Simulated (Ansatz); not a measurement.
**SiC (P6_3mc), random displacements**

Level of theory: Ansatz 0.2.0, DFT PBE, scalar-relativistic, plane waves, PAW. Settings: plane waves to 420 eV, k-mesh 12×12×4 (Γ-centred), Gaussian smearing 0.05 eV. No spin polarisation. Energies are free energies at this smearing, counted from the undisturbed cell; pressure is positive in compression.

Zero of the scan (as given, not relaxed at this level):

```
Si C
1.0
     3.07569    0.00000    0.00000
    -1.53785    2.66363    0.00000
     0.00000    0.00000   10.07065
Si C
4 4
Direct
  0.66667 0.33333 0.93784
  0.33333 0.66667 0.43784
  0.00000 0.00000 0.68789
  0.00000 0.00000 0.18789
  0.66667 0.33333 0.74980
  0.33333 0.66667 0.24980
  0.00000 0.00000 0.50046
  0.00000 0.00000 0.00046
```

The atoms are displaced (Å, in the unstrained cell):

```
atom ux uy uz
 Si1   0.254   0.035  -0.030
 Si2  -0.203   0.029  -0.124
 Si3  -0.150  -0.190  -0.193
 Si4   0.353   0.297   0.151
  C5  -0.084  -0.170   0.139
  C6  -0.084  -0.107   0.161
  C7  -0.142   0.217  -0.155
  C8   0.055  -0.110   0.050
```

The cell is not strained.

Task: What are the energy change, the stress and the forces?

Result: ΔE = 663.1 meV/atom; stress (xx, yy, zz, yz, xz, xy; compression positive) (4.14, 26.26, 25.36, 3.14, -4.32, -6.63) GPa; gap on the mesh 0.03 eV.
```
atom Fx (eV/Å) Fy Fz
 Si1      -1.83  -1.87   2.19
 Si2       0.51   4.43   5.80
 Si3       0.57   1.07   4.33
 Si4       0.14  -8.07  -7.04
  C5      -0.23   0.07  -6.19
  C6      -0.87   7.00  -3.45
  C7      -0.30  -5.31   2.59
  C8       2.01   2.67   1.78
```

Cost: 1 run of about 0.7 core-minutes, on Arm Neoverse V2 (shared hosts).